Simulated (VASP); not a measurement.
# Si (Fd-3m) in VASP: further runs

Runs on Si. Level: LDA. Tasks: single point.

Everything below comes from runs of VASP 6.6.1. Logs are shortened: lines on timing, memory, paths and dates and some standing lists are left out, and cuts for length are marked.

## 1. The undisturbed crystal

It takes space group Fd-3m (No. 227, cubic). Conventional cell: a = 5.444 Å, b = 5.444 Å, c = 5.444 Å, α = 90.00°, β = 90.00°, γ = 90.00°. Around Si (site symmetry -43m) lie 4 Si at 2.36 Å.

## 2. Single point, LDA (grid = ENCUT=350 dk=1.6 cell=2x2x1 ISMEAR=0 SIGMA=0.05 LREAL=Auto EDIFF=1e-06)

INCAR

```
SYSTEM = Si7Ge
PREC = Accurate
ENCUT = 350
EDIFF = 1E-6
ISMEAR = 0
SIGMA = 0.05
LREAL = Auto
LASPH = .True.
NELM = 120
ALGO = Fast
ISIF = 2
LWAVE = .False.
LCHARG = .False.
NBANDS = 29
```

KPOINTS

```
Automatic mesh
0
Gamma
  2 2 2
  0 0 0
```

POSCAR

```
Si7Ge
1.0
    0.0000000000      5.4437023730      5.4437023730
    5.4437023730      0.0000000000      5.4437023730
    2.7218511865      2.7218511865      0.0000000000
Ge Si
1 7
Direct
    0.2500000000      0.2500000000      0.5000000000
    0.2500000000      0.7500000000      0.5000000000
    0.7500000000      0.2500000000      0.5000000000
    0.7500000000      0.7500000000      0.5000000000
    0.3750000000      0.3750000000      0.7500000000
    0.3750000000      0.8750000000      0.7500000000
    0.8750000000      0.3750000000      0.7500000000
    0.8750000000      0.8750000000      0.7500000000
```

Potentials or basis: VASP PAW LDA potentials, release 64 (Ge_d, Si).

On the command line:

```sh
$ cat potpaw_LDA.64/Ge_d/POTCAR potpaw_LDA.64/Si/POTCAR > POTCAR
$ mpirun -np 1 vasp_std > vasp.out
```

OUTCAR:

```text
SYSTEM = Si7Ge
   PREC = Accurate
   ENCUT = 350
   EDIFF = 1E-6
   ISMEAR = 0
   LREAL = Auto
   LASPH = .True.
   NELM = 120
   ISIF = 2

 Found      6 irreducible k-points:

 Following reciprocal coordinates:
            Coordinates               Weight
  0.000000  0.000000  0.000000      1.000000
  0.500000  0.000000  0.000000      2.000000
  0.500000  0.500000  0.000000      1.000000
  0.000000  0.000000  0.500000      1.000000
  0.500000  0.000000  0.500000      2.000000
  0.500000  0.500000  0.500000      1.000000
   k-points           NKPTS =      6   k-points in BZ     NKDIM =      6   number of bands    NBANDS=     29
   number of dos      NEDOS =    301   number of ions     NIONS =      8
   total plane-waves  NPLWV =  55296
   dimension x,y,z NGX =    48 NGY =   48 NGZ =   24
   dimension x,y,z NGXF=    96 NGYF=   96 NGZF=   48
   ions per type =               1   7
   NGX,Y,Z   is equivalent  to a cutoff of  10.37, 10.37, 10.37 a.u.
   NGXF,Y,Z  is equivalent  to a cutoff of  20.73, 20.73, 20.73 a.u.
 SYSTEM =  Si7Ge
   PREC   = accura    normal or accurate (medium, high low for compatibility)
   ISTART =      0    job   : 0-new  1-cont  2-samecut
   ICHARG =      2    charge: 1-file 2-atom 10-const
   ISPIN  =      1    spin polarized calculation?
   LNONCOLLINEAR =      F non collinear calculations
   LSORBIT =      F    spin-orbit coupling
   LASPH  =      T    aspherical Exc in radial PAW
   ENCUT  =  350.0 eV  25.72 Ry    5.07 a.u.  11.74 11.74  5.87*2*pi/ulx,y,z
   NELM   =    120;   NELMIN=  2; NELMDL= -5     # of ELM steps
   EDIFF  = 0.1E-05   stopping-criterion for ELM
   LREAL  =      T    real-space projection
   EDIFFG = 0.1E-04   stopping-criterion for IOM
   NSW    =      0    number of steps for IOM
   IBRION =     -1    ionic relax: 0-MD 1-quasi-New 2-CG
   NFREE  =      0    steps in history (QN), initial steepest desc. (CG)
   ISIF   =      2    stress and relaxation
   ISYM   =      2    0-nonsym 1-usesym 2-fastsym
   POTIM  = 0.5000    time-step for ionic-motion
   TEBEG  =    0.0;   TEEND  =   0.0 temperature during run
   PSTRESS=    0.0 pullay stress
   NELECT =      42.0000    total number of electrons
   NUPDOWN=      -1.0000    fix difference up-down
   EMIN   =  10.00;   EMAX   =-10.00  energy-range for DOS
   EFERMI =   0.00;   METHOD = LEGACY
   ISMEAR =     0;   SIGMA  =   0.05  broadening in eV -4-tet -1-fermi 0-gaus
   EFERMI_NEDOS =   21; number of points for ismear=-14 and -15
   IALGO  =     68    algorithm
   IMIX   =      4    mixing-type and parameters
     AMIX     =   0.40;   BMIX     =  1.00
     AMIX_MAG =   1.60;   BMIX_MAG =  1.00
  volume/ion in A,a.u.               =      20.16       136.08
  Fermi-wavevector in a.u.,A,eV,Ry     =   1.045354  1.975433 14.867982  1.092766
  Thomas-Fermi vector in A             =   2.180146
   LORBIT       =      0    0 simple, 1 ext, 2 COOP (PROOUT), +10 PAW based schemes
   GGA     = CA    functional components
   LHFCALC =     F    Hartree Fock is set to
   AEXX    =    0.0000 exact exchange contribution
   IVDW    =     0    specifies the selected vdW correction
   LEPSILON=     F    determine dielectric tensor
   LRPA    =     F    only Hartree local field effects (RPA)
 non-spin polarized calculation
 RMM-DIIS sequential band-by-band and
 Gauss-broadening in eV      SIGMA  =   0.05
  energy-cutoff  :      350.00
  volume of cell :      161.32
 maximum number of plane-waves:      2417
 NGX is ok and might be reduce to    48
   NGX = 23   NGY = 23   NGZ = 11

 number of electron      42.0000021 magnetization

 Free energy of the ion-electron system (eV)
  ---------------------------------------------------
  ext. energy  EPLUGINS =         0.00000000
  ---------------------------------------------------
  free energy    TOTEN  =       -44.42582453 eV

  energy without entropy =      -44.42582453  energy(sigma->0) =      -44.42582453

 E-fermi :   6.0153     XC(G=0):  -9.7081

 val. band max:        5.8175806546   @ k =   0.0000   0.0000   0.0000
 cond. band min:       6.2124531835   @ k =   0.0000   0.0000   0.5000
 fundamental gap:      0.3948725290
 Fermi energy:         6.0152681343

 k-point     1 :       0.0000    0.0000    0.0000
  band No.  band energies     occupation
      1     -18.5184      2.00000
      2     -18.5016      2.00000
      3     -18.4909      2.00000
      4     -18.4797      2.00000
      5     -18.4587      2.00000
      6      -6.3925      2.00000
[... 21 lines left out ...]
     28       8.2983      0.00000
     29       8.6993      0.00000

 k-point     2 :       0.5000    0.0000    0.0000
  band No.  band energies     occupation
      1     -18.5184      2.00000
      2     -18.5016      2.00000
      3     -18.4909      2.00000
      4     -18.4796      2.00000
      5     -18.4587      2.00000
      6      -5.7649      2.00000
[... 21 lines left out ...]
     28       9.3254      0.00000
     29       9.3471      0.00000

 k-point     3 :       0.5000    0.5000    0.0000
  band No.  band energies     occupation
      1     -18.5184      2.00000
      2     -18.5016      2.00000
      3     -18.4909      2.00000
      4     -18.4796      2.00000
      5     -18.4587      2.00000
      6      -5.5181      2.00000
[... 21 lines left out ...]
     28      10.4794      0.00000
     29      10.6368      0.00000

 k-point     4 :       0.0000    0.0000    0.5000
  band No.  band energies     occupation
      1     -18.5180      2.00000
      2     -18.4992      2.00000
      3     -18.4956      2.00000
      4     -18.4696      2.00000
      5     -18.4617      2.00000
      6      -4.2720      2.00000
[... 21 lines left out ...]
     28       9.0387      0.00000
     29       9.1026      0.00000

 k-point     5 :       0.5000    0.0000    0.5000
  band No.  band energies     occupation
      1     -18.5181      2.00000
      2     -18.4992      2.00000
      3     -18.4956      2.00000
      4     -18.4696      2.00000
      5     -18.4618      2.00000
      6      -4.1093      2.00000
[... 21 lines left out ...]
     28      10.2114      0.00000
     29      10.2498      0.00000

 k-point     6 :       0.5000    0.5000    0.5000
  band No.  band energies     occupation
      1     -18.5181      2.00000
      2     -18.4992      2.00000
      3     -18.4956      2.00000
      4     -18.4696      2.00000
      5     -18.4617      2.00000
      6      -4.5203      2.00000
[... 21 lines left out ...]
     28      10.4684      0.00000
     29      10.6119      0.00000

------------------------ aborting loop because EDIFF is reached ----------------------------------------

  FORCE on cell =-STRESS in cart. coord.  units (eV):
  Direction    XX          YY          ZZ          XY          YZ          ZX
  --------------------------------------------------------------------------------------
  -------------------------------------------------------------------------------------
  Total        2.1403141      2.1403141     -2.1478766      3.5481348      0.0000000     -0.0000000
  in kB       21.2571468     21.2571468    -21.3322561     35.2393241      0.0000000     -0.0000000
  external PRESSURE =       7.0606792 kB  Pullay stress =       0.0000000 kB

 VOLUME and BASIS-vectors are now :
 -----------------------------------------------------------------------------
  energy-cutoff  :      350.00
  volume of cell :      161.32
      direct lattice vectors                 reciprocal lattice vectors
     0.000000000  5.443702373  5.443702373    -0.091849254  0.091849254  0.091849254
     5.443702373  0.000000000  5.443702373     0.091849254 -0.091849254  0.091849254
     2.721851186  2.721851186  0.000000000     0.183698507  0.183698507 -0.183698507

 POSITION                                       TOTAL-FORCE (eV/Angst)
 -----------------------------------------------------------------------------------
      2.72185      2.72185      2.72185         0.000000      0.000000     -0.052295
      5.44370      2.72185      5.44370        -0.030439      0.030439     -0.064254
      2.72185      5.44370      5.44370         0.030439     -0.030439     -0.064254
      5.44370      5.44370      8.16555        -0.000000     -0.000000     -0.069437
      4.08278      4.08278      4.08278         0.000000      0.000000      0.575442
      6.80463      4.08278      6.80463        -0.221038      0.221038     -0.193832
      4.08278      6.80463      6.80463         0.221038     -0.221038     -0.193832
      6.80463      6.80463      9.52648         0.000000      0.000000      0.062464
 -----------------------------------------------------------------------------------
    total drift:                                0.000001      0.000001     -0.000162

  FREE ENERGIE OF THE ION-ELECTRON SYSTEM (eV)
  ---------------------------------------------------
  free  energy   TOTEN  =       -44.4258245309 eV

  energy  without entropy=      -44.4258245296  energy(sigma->0) =      -44.42582453
```

Wall time 13 s (1 thread of Intel Xeon 6975P-C (Granite Rapids), shared host); peak memory 0.17 GiB.

The run converged, but some of its settings lie outside the range that counts as converged, so its numbers aren't taken as properties of the crystal.

Results:

```yaml
Free_energy: -44.4258 eV
Largest_force: 0.575 eV/Å
Band_gap_on_the_k_mesh: 0.39 eV, indirect (least direct gap 0.47 eV)
```

Caveat: the k mesh is coarse (spacing up to 1.00 Å⁻¹), so the values aren't converged; the cutoff is under 1.25 times the usual one of these potentials, so pressure, stress and relaxed cells hold a basis-set (Pulay) error.

## 3. Single point, LDA (grid = ENCUT=350 dk=0.9 cell=2x2x1 ISMEAR=0 SIGMA=0.05 LREAL=Auto EDIFF=1e-06)

INCAR is that of step 2.

KPOINTS

```
Automatic mesh
0
Gamma
  3 3 3
  0 0 0
```

POSCAR is that of step 2.

Potentials or basis: VASP PAW LDA potentials, release 64 (Ge_d, Si).

On the command line:

```sh
$ cat potpaw_LDA.64/Ge_d/POTCAR potpaw_LDA.64/Si/POTCAR > POTCAR
$ mpirun -np 1 vasp_std > vasp.out
```

OUTCAR:

```text
SYSTEM = Si7Ge
   PREC = Accurate
   ENCUT = 350
   EDIFF = 1E-6
   ISMEAR = 0
   LREAL = Auto
   LASPH = .True.
   NELM = 120
   ISIF = 2

 Found      8 irreducible k-points:

 Following reciprocal coordinates:
            Coordinates               Weight
  0.000000  0.000000  0.000000      1.000000
  0.333333  0.000000  0.000000      4.000000
  0.333333  0.333333  0.000000      2.000000
 -0.333333  0.333333  0.000000      2.000000
  0.000000  0.000000  0.333333      4.000000
  0.333333  0.000000  0.333333      8.000000
   k-points           NKPTS =      8   k-points in BZ     NKDIM =      8   number of bands    NBANDS=     29
[... 274 lines left out ...]
  Total        0.0118418      0.0118418     -1.7990604      1.3600637      0.0000000      0.0000000
  in kB        0.1176103      0.1176103    -17.8678877     13.5078652      0.0000000      0.0000000
  external PRESSURE =      -5.8775557 kB  Pullay stress =       0.0000000 kB

 VOLUME and BASIS-vectors are now :
 -----------------------------------------------------------------------------
  energy-cutoff  :      350.00
  volume of cell :      161.32
      direct lattice vectors                 reciprocal lattice vectors
     0.000000000  5.443702373  5.443702373    -0.091849254  0.091849254  0.091849254
     5.443702373  0.000000000  5.443702373     0.091849254 -0.091849254  0.091849254
     2.721851186  2.721851186  0.000000000     0.183698507  0.183698507 -0.183698507

 POSITION                                       TOTAL-FORCE (eV/Angst)
 -----------------------------------------------------------------------------------
      2.72185      2.72185      2.72185        -0.000000     -0.000000      0.026603
      5.44370      2.72185      5.44370        -0.022918      0.022918      0.003451
      2.72185      5.44370      5.44370         0.022918     -0.022918      0.003451
      5.44370      5.44370      8.16555        -0.000000     -0.000000     -0.009224
      4.08278      4.08278      4.08278         0.000000      0.000000      0.462967
      6.80463      4.08278      6.80463        -0.225038      0.225038     -0.240427
      4.08278      6.80463      6.80463         0.225038     -0.225038     -0.240427
      6.80463      6.80463      9.52648        -0.000000     -0.000000     -0.006394
 -----------------------------------------------------------------------------------
    total drift:                                0.000000      0.000000      0.000178

  FREE ENERGIE OF THE ION-ELECTRON SYSTEM (eV)
  ---------------------------------------------------
  free  energy   TOTEN  =       -46.3386050724 eV

  energy  without entropy=      -46.3386050724  energy(sigma->0) =      -46.33860507
```

Wall time 17 s (1 thread of Intel Xeon 6975P-C (Granite Rapids), shared host); peak memory 0.18 GiB.

The run converged, but some of its settings lie outside the range that counts as converged, so its numbers aren't taken as properties of the crystal.

What came out:

- Free energy: -46.3386 eV
- Largest force: 0.463 eV/Å
- Band gap on the k mesh: 0.52 eV, direct

Caveat: the k mesh is coarse (spacing up to 0.67 Å⁻¹), so the values aren't converged; the cutoff is under 1.25 times the usual one of these potentials, so pressure, stress and relaxed cells hold a basis-set (Pulay) error.

## 4. Single point, LDA (grid = ENCUT=350 dk=0.6 cell=2x2x1 ISMEAR=0 SIGMA=0.05 LREAL=Auto EDIFF=1e-06)

INCAR is that of step 3.

KPOINTS

```
Automatic mesh
0
Gamma
  4 4 4
  0 0 0
```

POSCAR is that of step 3.

On the command line:

```sh
$ cat potpaw_LDA.64/Ge_d/POTCAR potpaw_LDA.64/Si/POTCAR > POTCAR
$ mpirun -np 1 vasp_std > vasp.out
```

Wall time 38 s (1 thread of Intel Xeon 6975P-C (Granite Rapids), shared host); peak memory 0.19 GiB.

The run converged, but some of its settings lie outside the range that counts as converged, so its numbers aren't taken as properties of the crystal.

Results:

* Free energy: -46.7123 eV
* Largest force: 0.443 eV/Å
* Band gap on the k mesh: 0.45 eV, indirect (least direct gap 0.53 eV)

Caveat: the k mesh is coarse (spacing up to 0.50 Å⁻¹), so the values aren't converged; the cutoff is under 1.25 times the usual one of these potentials, so pressure, stress and relaxed cells hold a basis-set (Pulay) error.

## 5. Single point, LDA (grid = ENCUT=250 dk=0.45 cell=2x2x1 ISMEAR=0 SIGMA=0.05 LREAL=Auto EDIFF=1e-06)

Edit INCAR of step 4 so:

```diff
@@ -2,3 +2,3 @@
 PREC = Accurate
-ENCUT = 350
+ENCUT = 250
 EDIFF = 1E-6
```

KPOINTS

```
Automatic mesh
0
Gamma
  5 5 5
  0 0 0
```

POSCAR is that of step 4.

On the command line:

```sh
$ cat potpaw_LDA.64/Ge_d/POTCAR potpaw_LDA.64/Si/POTCAR > POTCAR
$ mpirun -np 1 vasp_std > vasp.out
```

Wall time 36 s (1 thread of Intel Xeon 6975P-C (Granite Rapids), shared host); peak memory 0.16 GiB.

The run converged, but a check on its numbers failed (symmetry, net force, bounds or a known fault of this set-up), so they aren't taken as properties of the crystal.

Caveat: the cutoff lies under the usual one of these potentials, so the numbers hold a large basis-set error.

## 6. The reference run

An earlier run on the cell as given: functional PBE; potentials or basis VASP PAW PBE potentials, release 64 (Si); cutoff 520 eV; k mesh 8 × 8 × 8; occupations fermi-dirac, width 0.05 eV; no spin polarisation.

* Pressure: 1.3 GPa
* Band gap on the k mesh: 0.63 eV, indirect (least direct gap 2.56 eV)
